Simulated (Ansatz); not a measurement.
# A defect in a wire: Pt wire along [110], 2 atoms a period, NO placed on top of one Pt

What does the defect do to the conductance?

Program: Ansatz 0.2.0. Level of theory: DFT PBE, plane waves, PAW; relaxation of a wire's period, in the first sound run; inputs show where later runs differ. Results are calculated unless marked as measured.

## 1. The starting structure

The cell holds 2 atoms: 2 Pt. Cell: a = 8.785 Å, b = 8.204 Å, c = 2.807 Å, α = 90.0°, β = 90.0°, γ = 90.0°. Vacuum lies along a and b. The structure's axis is c.

As a file:

```cif
data_structure
_symmetry_space_group_name_H-M 'P 1'
_symmetry_Int_Tables_number 1
_cell_length_a 8.7850
_cell_length_b 8.2040
_cell_length_c 2.8072
_cell_angle_alpha 90.000
_cell_angle_beta 90.000
_cell_angle_gamma 90.000
_cell_volume 202.32
loop_
_atom_site_label
_atom_site_type_symbol
_atom_site_fract_x
_atom_site_fract_y
_atom_site_fract_z
_atom_site_occupancy
Pt1 Pt 0.38702 0.41443 0.00000 1
Pt2 Pt 0.61298 0.58552 0.50000 1
```

## 2. Relaxation of atoms and period

Band widths follow the bond lengths, so the wire is relaxed first. The atoms and the third cell vector are free; the box across stays fixed as vacuum. Moments are seeded so that a magnetic state can form if it lies lower. A Fermi-Dirac smearing is set since the result may be a metal. The pressure printed is a third of the stress's trace over the whole box, vacuum included; only the stress along the axis is relaxed.

The input, input.yaml:

```yaml
crystal:
  lattice:
    - [8.785, 0.0, 0.0]
    - [0.0, 8.204, 0.0]
    - [0.0, 0.0, 2.8072139213]
  atoms:
    - { symbol: Pt, position: [0.387023335, 0.414431984, 0.0], spin: 0.48 }
    - { symbol: Pt, position: [0.612976665, 0.585520107, 0.5], spin: 0.48 }
magnetization:
  spin_polarized: true
kpoints:
  mp_grid: { grid: [1, 1, 29] }
scf:
  occupations: { method: fermi_dirac, width: 0.05 }
hamiltonian:
  xc: pbe
relax:
  cell: { fix: [a, b, alpha, beta, gamma] }
  max_steps: 60
```

Started as:

```
> ansatz run input.yaml --threads 16 --pin off --max-ram 61440MiB --backend cuda --events-out ev --progress --plain --runs-dir out --max-vram 78GiB
```

Numbers of over 12 decimals in the logs are rounded to 6 here.

The log of the run:

```text
Engine: ansatz 0.2.0, aarch64-unknown-linux-gnu
Pseudopotentials: kind: paw
Pseudopotential: Pt, paw, valence charge 18, recommended cutoff 420 eV (normal), Pt.paw.azcp
Functional definition: PBE
  parameter kappa = 0.804
  parameter beta = 0.066725
  exchange = pbe_x(kappa = kappa, mu = beta*pi^2/3)
  correlation = pbe_c(beta = beta)
[...]
Crystal: 2 atoms, lattice volume = 202.322 Å³
Basis set: ecut = 420 eV, 3991 PW (Γ), exchange–correlation on 120×120×40 points (8 copies of the dense FFT grid, shifted against one another)
Bands: 23, of which v1, the nominal top of the filled ones, is band 18 counted from 1 (17 counted from 0)
Symmetry: 4 space group operations
Space group: P21/m (ITA 11), of the structure as read, at distance tolerance 5.9e-5 Å
Magnetic group: BNS 11.50 (UNI 57), of the structure as read, at distance tolerance 5.9e-5 Å
k-points: 15 of 29
Non-local potential: Pt, projectors of the file, l = 0: 3, l = 1: 2, l = 2: 2, l = 3: 1
PAW form: soft (Blöchl's): semilocal exchange-correlation on the pseudo side does not see the compensation charge
PAW one-centre angular grid: Pt, 590 points (default); XC on 64 Gauss nodes
Initial density: superposition of atomic densities (neutral atoms: chi_scale 0, normalization atom)
Starting moments: Σ|m| = 0.96 μB on 2 of 2 sites
Initial wavefunctions: pseudopotential atomic-orbital guess
[...]
Functional: x = pbe(κ = 0.804, μ = 0.219515), c = pbe(β = 0.066725)
SCF iter   1: F=—  HF=-25041.431608 eV  |F-HF|=—  |Δ(HF+E_count)|=         —  Δρ=1.36e-2 (↑1.23e-2 ↓1.36e-2)  dr2=1.54e0  dr2_m=1.67e-2  M=0.884 μB ∫|m|=0.889 μB  β_m=0.30  ethr=3.10e-3  ⟨swp⟩=5.3  Hψ=3053  notcnv=0
Mixer restart at iter 1: flushing history
preconditioner: auto → LDOS  [metal: Δε(μ)=0.011 eV  Ē_g=5.300 eV  σ=0.050 eV  W_gap=0.05  n_scr=20 (ndim 8)  ℏωp=11.7 eV  f_vac=0.661  D(μ)=7.20/eV (n_scr^D=54)]
spin=Collinear: LDOS preconditioning applied to the charge; magnetization (m = ρ↑ − ρ↓) channel mixes plain (no charge-response kernel on spin).
SCF iter   2: F=—  HF=-25041.279093 eV  |F-HF|=—  |Δ(HF+E_count)|=   1.53e-1  Δρ=8.03e-3 (↑7.20e-3 ↓8.03e-3)  dr2=3.95e-1  dr2_m=1.20e-2  M=0.880 μB ∫|m|=0.885 μB  β_m=0.45  ethr=3.10e-3  ⟨swp⟩=2.8  Hψ=1351  notcnv=0
[...]
SCF iter   4: F=—  HF=-25041.383753 eV  |F-HF|=—  |Δ(HF+E_count)|=         —  Δρ=9.69e-4 (↑6.41e-4 ↓9.69e-4)  dr2=1.79e-3  dr2_m=6.48e-4  M=0.893 μB ∫|m|=0.904 μB  β_m=0.60  ethr=5.84e-5  ⟨swp⟩=2.5  Hψ=1411  notcnv=0
Mixer restart at iter 4: flushing history
SCF iter   5: F=—  HF=-25041.386142 eV  |F-HF|=—  |Δ(HF+E_count)|=   2.39e-3  Δρ=5.88e-4 (↑3.63e-4 ↓5.88e-4)  dr2=6.47e-4  dr2_m=2.70e-4  M=0.898 μB ∫|m|=0.909 μB  β_m=0.80  ethr=4.97e-6  ⟨swp⟩=2.6  Hψ=1172  notcnv=0
[...]
SCF iter  11: F=-25041.387059 eV  HF=-25041.387059 eV  |F-HF|=7.64e-11  |Δ(HF+E_count)|=   1.76e-9  Δρ=8.57e-7 (↑3.68e-7 ↓8.57e-7)  dr2=8.04e-10  dr2_m=4.95e-10  M=0.911 μB ∫|m|=0.922 μB  ethr=2.21e-11  ⟨swp⟩=1.7  Hψ=2021  notcnv=0
SCF 1 converged in 11 iterations: F = -25041.387059 eV  dr2 = 8.04e-10
  greatest PAW one-centre occupation: 1.000 electrons in one spin orbital (limit 2), on the Pt atom at site 1 (counted from 0), in its partial waves of l = 0
relax step   1: F+E_penalty+E_count = -25041.38705932 eV  Δ(F+E_penalty+E_count) = +0.000e0 eV  max|allowed force component| = 1.525e0 eV/Å  Δτ_max = 0.0000 Å  P = -3.738 GPa  Ω = 202.322 Å³  fix = [a, b, alpha, beta, gamma]  reactions: a -2.483, b -1.267 GPa; gamma +1.681 GPa/rad  (11 SCF iters, dr2 threshold 1.00e-7 eV, accepted)
[...]
Crystal: 2 atoms, lattice volume = 192.279 Å³
Basis set: ecut = 420 eV, 3771 PW (Γ), exchange–correlation on 120×120×40 points (8 copies of the dense FFT grid, shifted against one another)
[...]
Starting moments: Σ|m| = 0.96 μB on 2 of 2 sites; this step starts from the density that it was given
[...]
iter 1 solved again at ethr=4.47e-4 eV; its pass at ethr=3.10e-3 eV (dr2=1.61e-1 eV) is discarded
SCF iter   1: F=—  HF=-25041.932253 eV  |F-HF|=—  |Δ(HF+E_count)|=         —  Δρ=8.66e-3 (↑8.56e-3 ↓8.66e-3)  dr2=1.64e-1  dr2_m=6.28e-2  M=0.546 μB ∫|m|=0.562 μB  β_m=0.30  ethr=4.47e-4  ⟨swp⟩=1.0  Hψ=3991  notcnv=0
[...]
SCF 2 converged in 12 iterations: F = -25041.905114 eV  dr2 = 8.47e-11
[...]
SCF 3 converged in 13 iterations: F = -25042.165078 eV  dr2 = 4.93e-10
[...]
SCF 4 converged in 10 iterations: F = -25042.199645 eV  dr2 = 1.45e-9
[...]
SCF 5 converged in 9 iterations: F = -25042.223440 eV  dr2 = 1.50e-8
[...]
SCF 6 converged in 9 iterations: F = -25042.225024 eV  dr2 = 3.40e-10
[...]
the starting moments were not kept: the SCF closed with an absolute magnetisation of 1.6e-6 μB, where they sum to 0.96 μB in size (2 sites). That is at most 0.1 of that sum. Measured as dr2_m measures the in/out step, that magnetisation stands 4.1e-13 eV from none, at or under the dr2_threshold of 2.0e-11 eV: it is no larger than a step whose dr2_m would equal this threshold.
SCF 7 converged in 9 iterations: F = -25042.221903 eV  dr2 = 2.30e-13
relax step   7: F+E_penalty+E_count = -25042.22190300 eV  Δ(F+E_penalty+E_count) = +3.121e-3 eV  max|allowed force component| = 8.083e-3 eV/Å  Δτ_max = 0.0000 Å  P = -0.036 GPa  Ω = 178.778 Å³  fix = [a, b, alpha, beta, gamma]  reactions: a -0.053, b -0.049 GPa; gamma +0.005 GPa/rad  stress off target by 5.30e-3 GPa on what of the cell is left free  SCF on the basis re-selected at this cell (its energy is not comparable with the rows above)  (9 SCF iters)
basis re-selected at this cell: Δ(F+E_penalty+E_count) = +3.121e-3 eV, ΔP = +0.003 GPa vs the last step (what re-selecting the basis moved, of the pressure what is left beyond the Pulay correction that the steps carried, after the strain that the cell walked since its last selection, with what the two solves' SCF thresholds leave and, on support functions, any second-order correction that the steps lacked; it is no measure of the basis error at this ecutwfc). The dense FFT grid was sized anew with the basis: this SCF ran on 60×60×18 points, the steps before it on 60×60×20, so part of this shift can come from that change (see relax.cell in the input reference). [rest of the remark cut]
SCF converged after 9 iterations
Magnetization: 0.0000 μB (18.0000 up, 18.0000 down)
Absolute magnetization: 0.0000 μB (∫|ρ↑−ρ↓|, with the PAW one-centre terms)
Spin contamination: 0.0000 ħ² per cell (⟨S²⟩ above its minimum at these occupations)
Per-site moments (μB) at R_I (Å): [(5.067762247150121e-7, 1.023224), (5.067762244830465e-7, 1.023224)]
Free energy (F): -25042.221903 eV
Harris-Foulkes:  -25042.221903 eV  (|F-HF|=1.09e-11)
Internal energy: -25042.188136 eV  (E = F + TS)
E sigma→0 (E₀):  -25042.205020 eV
Entropy (-TS):   -0.033767 eV (-16.883 meV/atom)
Fermi energy:    -0.956332 eV
--- Per-component energies (eV) ---
  E_band       = -1087.874397
  E_kinetic    = 1274.020913
  E_local      = -12228.874471  (includes V_loc(G=0)·N_el)
  E_nonlocal   = 402.790660
  E_hartree    = 5322.297258
  E_xc         = -519.400287
  E_vxc        = -599.568867  (∫ρ·V_xc dr)
  E_paw        = -18909.870967  (= ΣΔE_a)
  E_vpaw       = -580.837529  (= ΣTr[D̂ρ^β])
  E_aug_tail   = 0.000393  (compensation charges beyond the density's cutoff)
  E_ewald      = -383.151635
  E_smearing   = -0.033767  (= −TS)
  E_closure    = -0.000000  (closes the sum)
  Σ components = -25042.221903   (vs F -25042.221903, Δ=0.00e0)
--- Forces (eV/Å), atoms counted from 1 ---
  atom   1  Pt     0.00808306     0.00680188     0.00000000
  atom   2  Pt    -0.00808306    -0.00680188    -0.00000000
  max |Σ_I F_I| component: 1.73e-18 eV/Å
--- Stress (GPa, compression-positive) ---
       -0.052682      -0.004600      -0.000000
       -0.004599      -0.048921      -0.000000
       -0.000000      -0.000000      -0.005303
  P = ⅓ Tr σ = -0.0356 GPa (-0.356 kbar)
--- Band table (eV; the first three rows and the last of 30) ---
  k-point 0 ↑: bands = [... 14 lower, -1.8719, -1.7418, -1.0995, -0.6527, -0.3321, 0.0602, 1.8017, 1.9089, ... 1 higher]
  k-point 1 ↑: bands = [... 14 lower, -1.9518, -1.7505, -0.9813, -0.7060, -0.4418, -0.0773, 1.9063, 2.0476, ... 1 higher]
  k-point 2 ↑: bands = [... 14 lower, -1.9526, -1.7842, -0.8485, -0.7402, -0.7199, -0.3997, 2.1726, 2.3774, ... 1 higher]
  k-point 14 ↓: bands = [... 14 lower, -1.5567, -1.4742, -0.9323, -0.9021, 3.3048, 3.8937, 6.8826, 7.2333, ... 1 higher]
--- Relaxed structure (6 steps of the walk, 6 accepted, 1 SCFs on fresh bases) ---
  F+E_penalty+E_count = -25042.22190300 eV   max|allowed force component| = 8.083e-3 eV/Å   (the final SCF, on the basis selected at the relaxed cell)
  cell:  # Å, volume = 178.7781 Å³
    - [8.785, 0, 0]
    - [0, 8.204, 0]
    - [0, 0, 2.480544]
  atoms:
    - { symbol: Pt, position: [0.391542, 0.418336, 1.266682883828803e-18] }
    - { symbol: Pt, position: [0.608458, 0.581616, 0.5] }
```

It took 6.1 s on 1 × NVIDIA GB200 with 16 threads of Arm Neoverse V2, shared host; peak memory 1.2 GiB; 15 s of CPU time.

Step by step:

```csv
step,energy less that of the first step (eV),largest force component (eV/Å),pressure (GPa),volume (Å³)
1,0.0000,1.5247,-3.74,202.32
2,-0.5181,1.6076,0.90,192.28
3,-0.7780,0.2523,-1.25,184.79
4,-0.8126,0.3394,0.11,176.04
5,-0.8364,0.1458,0.19,178.65
6,-0.8380,0.0087,-0.04,178.78
7*,-0.8348,0.0081,-0.04,178.78
```

Relaxation steps marked * repeat the geometry before them on a plane-wave basis chosen anew for their cell, so energy and pressure can jump there.

Forces are held to the 4 operations that the run works with; a distortion that breaks them can't arise in this run.

```csv
cell as run,before,after,change
c (Å),2.807,2.481,-11.6 %
```

The atoms that moved most (Å, along periodic axes as changes of fractional coordinates times the final cell, across vacuum about the mean position):

```csv
atom,dx,dy,dz,length
Pt1,0.040,0.032,0.000,0.051
Pt2,-0.040,-0.032,0.000,0.051
```

Final coordinates:

```
Pt
1.0
     8.78500    0.00000    0.00000
     0.00000    8.20400    0.00000
     0.00000    0.00000    2.48054
Pt
2
Direct
  0.39154 0.41834 0.00000
  0.60846 0.58162 0.50000
```

This step gave:

```yaml
energy_at_zero_smearing: -25042.2050 eV
cell_length_along_the_wire: 2.481 Å
```

The cell's length comes to 2.481 Å with no moment.

## 3. The perfect wire

This step: DFT PBE, plane waves, PAW; channels and complex bands of a perfect wire (Ansatz 0.2.0).

At the relaxed period the Bloch states of the perfect wire are found at each energy: those that move forward count the open channels, and those that decay describe how a disturbance dies away inside the wire itself. An energy step of 0.035 eV is under the 0.039 eV that the program asks for its thermal average at 300 K.

The input, input.yaml:

```yaml
crystal:
  lattice:
    - [8.785, 0.0, 0.0]
    - [0.0, 8.204, 0.0]
    - [0.0, 0.0, 2.4805436507]
  atoms:
    - { symbol: Pt, position: [0.391542048, 0.418335964, 0.0] }
    - { symbol: Pt, position: [0.608457952, 0.581616127, 0.5] }
kpoints:
  mp_grid: { grid: [1, 1, 33] }
scf:
  occupations: { method: fermi_dirac, width: 0.05 }
hamiltonian:
  xc: pbe
output:
  transmission:
    e_range: [-1.5, 1.5]
    de: 0.035
    kmesh: [1, 1]
    reduced_basis: true
    leads: [[0, 0]]
```

The log of the run:

```text
[...]
device memory: the entry about to start is reckoned to put 1.4 GiB on a device that reports 114.6 GiB free (of which the cap on the GPU budget leaves the run 78.0 GiB)
GPU FFT provider: cuFFT
GPU libraries: cuBLAS 13.8.1, cuFFT 12.4.0, cuSOLVER 12.3.2
GPU matrix products: emulated (plane waves: as basis.precision tells), large ones in fixed point in workspaces of 1.00 GiB
Crystal: 2 atoms, lattice volume = 178.778 Å³
Basis set: ecut = 420 eV, 3515 PW (Γ)
Bands: 22, of which v1, the nominal top of the filled ones, is band 18 counted from 1 (17 counted from 0)
Symmetry: 4 space group operations
[...]
k-points: 17 of 33
[...]
GPU buffer pool allocated for 64800 grid points (all kernels)
GPU transforms: local potential and band sums: pruned to the plane-wave sphere, on 60×54×18
[...]
SCF iter   1: F=—  HF=-25042.251251 eV  |F-HF|=—  |Δ(HF+E_count)|=         —  Δρ=1.30e-2  dr2=1.57e-1  ethr=1.77e-3  ⟨swp⟩=5.3  Hψ=1720  notcnv=0
[...]
SCF iter   8: F=-25042.214481 eV  HF=-25042.214481 eV  |F-HF|=1.37e-8  |Δ(HF+E_count)|=   6.74e-8  Δρ=2.76e-6  dr2=1.74e-8  ethr=2.78e-10  ⟨swp⟩=3.9  Hψ=971  notcnv=0
SCF 1 converged in 8 iterations: F = -25042.214481 eV  dr2 = 1.74e-8
[...]
transmission: 4 of 4 steps passed
SCF converged after 8 iterations
Free energy (F): -25042.214481 eV
[...]
Internal energy: -25042.172428 eV  (E = F + TS)
E sigma→0 (E₀):  -25042.193454 eV
Entropy (-TS):   -0.042053 eV (-21.027 meV/atom)
Fermi energy:    -0.957403 eV
[...]
--- Band table (eV; the first three rows and the last of 17) ---
  k-point 0: bands = [... 14 lower, -1.8587, -1.7413, -1.0963, -0.6495, -0.3292, 0.0728, 1.8033, 1.9115]
  k-point 1: bands = [... 14 lower, -1.9344, -1.7479, -1.0014, -0.6910, -0.4147, -0.0355, 1.8849, 2.0206]
  k-point 2: bands = [... 14 lower, -1.9593, -1.7720, -0.8048, -0.7983, -0.6387, -0.3004, 2.0990, 2.2901]
  k-point 16: bands = [... 14 lower, -1.5484, -1.4762, -0.9220, -0.8942, 3.3678, 3.8869, 6.8985, 7.2104]
--- Transmission ---
  basis      : 635 plane waves across, 4 finite elements along
  points     : 1, standing for a mesh of 1 x 1
  on the GPU : 1 of these points
  filling    : by the input's occupations and mesh, since the crystals that have channels conduct as metals do. If one of these is a semiconductor, that mesh has misplaced its level
  energies   : 86 from -1.500000 to 1.475000 eV about the Fermi level, 0.035000 eV apart; the leads are filled to 0.000000 eV, and channels, transmission and decay are at 0.005000 eV
  crystal 0  : Pt2, at the sites [0, 0], period 2.4805 Å: whole cells are its period
    offset         : up to 0.0000 Å between an atom of the period and one for which it stands
    filled         : 3.9 meV under the level at which it is neutral
    channels       : 7.000000e0 a spin
    conductance    : 7.3505e14 S/m² at 300 K; may be off by some 0.0 % by where its bands' edges are placed, 0.3 % from the distance to neutral
```

Wall time 23 s (1 × NVIDIA GB200 with 16 threads); peak memory 4.2 GiB.

This step gave:

```yaml
energy_at_zero_smearing: -25042.1935 eV
channels_at_the_energy_nearest_the_fermi_level_one_spin: 7
conductance_of_the_lead_as_this_run_defines_it: 6.837 G₀
band_gap: 0 eV
```

Table of open channels of the lead, one spin by energy, zero at the Fermi level:

```csv
energy (eV),"open channels of the lead, one spin"
-1.50,5
-1.40,7
-1.29,7
-1.19,7
-1.08,7
-0.97,8
-0.87,9
-0.77,8
-0.69,8
-0.59,8
-0.48,8
-0.38,6
-0.28,6
-0.17,6
-0.07,7
0.01,7
0.04,7
0.14,5
0.25,5
0.35,4
0.46,4
0.56,4
0.67,3
0.74,3
0.84,3
0.95,3
1.05,2
1.16,2
1.26,2
1.37,2
1.48,2
```

The slowest values at each energy, most degenerate partners merged, listed up to 1.5 1/Å. The Im kz of the slowest decaying states by energy, zero at the Fermi level:

```csv
energy (eV),decay 1 (Å⁻¹),decay 2 (Å⁻¹),decay 3 (Å⁻¹),decay 4 (Å⁻¹)
-1.500,0.0247,0.267,0.544,0.911
-1.395,0.242,0.485,0.873,1.13
-1.290,0.213,0.412,0.832,1.12
-1.185,0.180,0.317,0.784,1.10
-1.115,0.156,0.224,0.749,1.09
-1.010,0.0282,0.114,0.686,1.08
-0.905,0.0485,0.605,1.06,1.25
-0.800,0.0683,0.483,1.05,1.24
-0.695,0.0886,0.310,1.03,1.23
-0.590,0.0979,0.312,1.02,1.21
-0.485,0.0995,0.288,1.00,1.20
-0.415,0.0963,0.0972,0.252,0.994
-0.310,0.0841,0.245,0.266,0.979
-0.205,0.0571,0.331,0.401,0.965
-0.100,0.394,0.481,0.951,1.16
0.005,0.445,0.541,0.936,1.15
0.110,0.0848,0.488,0.589,0.923
0.215,0.151,0.525,0.629,0.910
0.285,0.182,0.547,0.653,0.901
0.390,0.105,0.219,0.577,0.685
0.495,0.155,0.250,0.605,0.713
0.600,0.189,0.277,0.629,0.739
0.705,0.0701,0.217,0.300,0.652
0.810,0.105,0.239,0.322,0.673
0.915,0.128,0.259,0.342,0.692
0.985,0.140,0.270,0.354,0.704
1.090,0.0544,0.155,0.285,0.372
1.195,0.0872,0.166,0.299,0.389
1.300,0.108,0.175,0.311,0.405
1.405,0.122,0.181,0.322,0.421
```

By hand: the program gives 7.3505 × 10^14 S/m² over the cell's cross-section of 72.07 Å² = 7.207 × 10^-19 m², so one cell conducts 5.298 × 10^-4 S. Divided by G0 = 2e²/h = 7.748 × 10^-5 S this is 6.84 G0, a resistance of 1.89 kΩ.

At the computed energy nearest the Fermi level there are 7 channels a spin, and the thermal average gives 6.84 G₀.

(Continued in part 2 of 3.)

[Logs are printed without paths, hosts, clocks, repeated set-up lines and the standing remarks that a program may print on its own settings, such as how far it seeks lower states.]

[Hosts, paths, dates, database ids (printed as entryN), source tags and the programs' standing remarks are cut or masked in the printed files.]
